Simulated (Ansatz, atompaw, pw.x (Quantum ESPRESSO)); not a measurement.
**hydrogen (H): does the PAW (atompaw) potential hold in the solid?**

atompaw 4.2.0.5 input, output lines left out:

```
H 1
GGA-PBE scalarrelativistic loggrid 1500 logderivrange -2 5 176
1 0 0 0 0 0
1 0 1
0 0 0
v
1
1.25 1.00 1.00 0.75
y
0.55
n
y
0.35
y
2
n
custom rrkj gramschmidtortho besselshape
bessel
1.25
1.25
1.25
1.25
```

Atomic tests: cutoffs needed: 15 Ry and 25 Ry (the cutoffs (Ry, on a coarse ladder) from which the occupation-weighted sum of valence levels, in a spherical-Bessel basis at the reference potential, stays within 10 and 1 mRy of its value at 400 Ry); ghost test: no extra level below or beside the all-electron valence levels (s, p, d, f tested) (spherical-Bessel basis up to 400 Ry, 20 bohr box); lowest eigenvalue of the overlap operator: 0.99 (s channel).

Crystal test: bcc H in pw.x 7.5, no spin, 18³ k-points, Fermi–Dirac smearing 0.01 Ry, cutoffs 40/400 Ry. The lattice is a test structure that the element need not adopt, and mesh and smearing are coarse.

pw.x input:

```
&control
  calculation='scf', prefix='x', pseudo_dir='./', outdir='./tmp', tstress=.true., disk_io='none'
/
&system
  ibrav=0, nat=1, ntyp=1, ecutwfc=40, ecutrho=400, nbnd=7,
  occupations='smearing', smearing='fd', degauss=0.01
/
&electrons
  conv_thr=1e-09, mixing_beta=0.4, electron_maxstep=70
/
ATOMIC_SPECIES
H 1.0 H.UPF
CELL_PARAMETERS angstrom
  -0.91187954 0.91187954 0.91187954
  0.91187954 -0.91187954 0.91187954
  0.91187954 0.91187954 -0.91187954
ATOMIC_POSITIONS crystal
H 0.0000 0.0000 0.0000
K_POINTS automatic
18 18 18 0 0 0
```

```bash
pw.x < H.scf.in > H.scf.out
```

Question: How does the run end?

Answer: It converges; the pressure is -2.10 GPa against -2.27 GPa from all-electron LAPW.  The log shows:

```
Message from routine setup:
     using ibrav=0 with symmetry is DISCOURAGED, use correct ibrav instead
     lattice parameter (alat)  =       2.9847  a.u.
     unit-cell volume          =      20.4677 (a.u.)^3
     number of electrons       =         1.00
     number of Kohn-Sham states=            7
     kinetic-energy cutoff     =      40.0000  Ry
     charge density cutoff     =     400.0000  Ry
     scf convergence threshold =      1.0E-09
     Exchange-correlation= SLA PW PBX PBC
     number of k points=   195  Fermi-Dirac smearing, width (Ry)=  0.0100
     iteration #  1     ecut=    40.00 Ry     beta= 0.40
     total energy              =      -1.07516876 Ry
     estimated scf accuracy    <       0.00000134 Ry
     iteration #  2     ecut=    40.00 Ry     beta= 0.40
     total energy              =      -1.07516522 Ry
     estimated scf accuracy    <       0.00000054 Ry
     iteration #  3     ecut=    40.00 Ry     beta= 0.40
     the Fermi energy is     3.5909 ev
!    total energy              =      -1.07516524 Ry
     estimated scf accuracy    <          7.2E-10 Ry
     smearing contrib. (-TS)   =      -0.00045117 Ry
     The total energy is F=E-TS. E is the sum of the following terms:
     one-electron contribution =       0.62584343 Ry
     hartree contribution      =       0.01810094 Ry
     xc contribution           =      -0.66233996 Ry
     ewald contribution        =      -1.05595055 Ry
     one-center paw contrib.   =      -0.00036793 Ry
     convergence has been achieved in   3 iterations
          total   stress  (Ry/bohr**3)                   (kbar)     P=      -20.99
     Message from routine punch:
     Nothing written, as per user request (disk_io='none')
```
